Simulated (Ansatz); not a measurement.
# NaCl: equation of state

The task here is to estimate one member of a computed series from the others.

Computed with Ansatz 0.2.0 (DFT PBEsol, scalar-relativistic, unless a step's input says otherwise).

### The starting structure

It takes space group Pm-3m (No. 221, cubic). Conventional cell: a = 2.860 Å, b = 2.860 Å, c = 2.860 Å, α = 90.00°, β = 90.00°, γ = 90.00°. Na (site symmetry m-3m) has 8 Cl at 2.48 Å as nearest neighbours. Around Cl (site symmetry m-3m) lie 8 Na at 2.48 Å.

Structure file:

```cif
data_structure
_symmetry_space_group_name_H-M 'Pm-3m'
_symmetry_Int_Tables_number 221
_cell_length_a 2.8600
_cell_length_b 2.8600
_cell_length_c 2.8600
_cell_angle_alpha 90.000
_cell_angle_beta 90.000
_cell_angle_gamma 90.000
_cell_volume 23.39
loop_
_atom_site_label
_atom_site_type_symbol
_atom_site_symmetry_multiplicity
_atom_site_Wyckoff_symbol
_atom_site_fract_x
_atom_site_fract_y
_atom_site_fract_z
_atom_site_occupancy
Na1 Na 1 a 0.00000 0.00000 0.00000 1
Cl1 Cl 1 b 0.50000 0.50000 0.50000 1
```

The file gives the conventional cell by its symmetry; the runs use the cell typed in the input.

Atoms are numbered in the order of the input: Na1, Cl2.

The first run:

Contents of input.yaml:

```yaml
crystal:
  lattice:
    - [2.821346613, 0.0, 0.0]
    - [0.0, 2.821346613, 0.0]
    - [0.0, 0.0, 2.821346613]
  atoms:
    - { symbol: Na, position: [0.0, 0.0, 0.0] }
    - { symbol: Cl, position: [0.5, 0.5, 0.5] }
kpoints:
  mp_grid: { grid: [9, 9, 9] }
  band_path:
    path:
      - [0.0, 0.0, 0.0]
      - [0.0, 0.5, 0.0]
      - [0.5, 0.5, 0.0]
      - [0.0, 0.0, 0.0]
      - [0.5, 0.5, 0.5]
      - [0.0, 0.5, 0.0]
      - [0.5, 0.5, 0.5]
      - [0.5, 0.5, 0.0]
    npoints: 5
scf:
  occupations: { method: fermi_dirac, width: 0.03 }
hamiltonian:
  xc: pbesol
  pseudopotentials: { kind: all_electron, lapw: { basis_error: 0.0005 } }
output:
  forces: true
  stress: true
  eigenvalues: true
```

The run is started by

```
$ ansatz run input.yaml --threads 1 --pin off --max-ram 3072MiB --backend cpu --events-out ev --progress --plain --runs-dir out
```

Steps of the session up to this table: Volume × 0.96, LAPW; Volume × 0.96, PAW; Volume × 0.96, crystal datasets; Volume × 0.99, LAPW; Volume × 0.99, PAW; Volume × 0.99, crystal datasets; Volume × 1.02, LAPW; Volume × 1.02, PAW; Volume × 1.02, crystal datasets; Volume × 1.06, LAPW; Volume × 1.06, PAW; Volume × 1.06, crystal datasets.

One of the session's tables, all rows but one given; the rest of the session is left out.

It belongs to the step «The equation of state». 

```
          method  volume (Å³/atom)  pressure (GPa)  gap on the k mesh (eV)
            LAPW            11.229           70.06                    4.34
            LAPW            11.580           61.92                    4.46
            LAPW            11.931           54.77                    4.57
            LAPW            12.399           46.54                    4.71
             PAW            11.229           70.03                    4.34
             PAW            11.580               ?                       ?
             PAW            11.931           54.76                    4.57
             PAW            12.399           46.53                    4.71
crystal datasets            11.229           70.06                    4.34
crystal datasets            11.580           61.92                    4.46
crystal datasets            11.931           54.78                    4.57
crystal datasets            12.399           46.54                    4.71
```

Q: Estimate the row for PAW, 11.580 from the others.

As computed: pressure (GPa): 61.90; gap on the k mesh (eV): 4.46. In the column «pressure (GPa)» it lies between crystal datasets, 11.931 (54.78) and LAPW, 11.580 (61.92).

To keep in mind: Warnings in the runs' records: crystal datasets made.
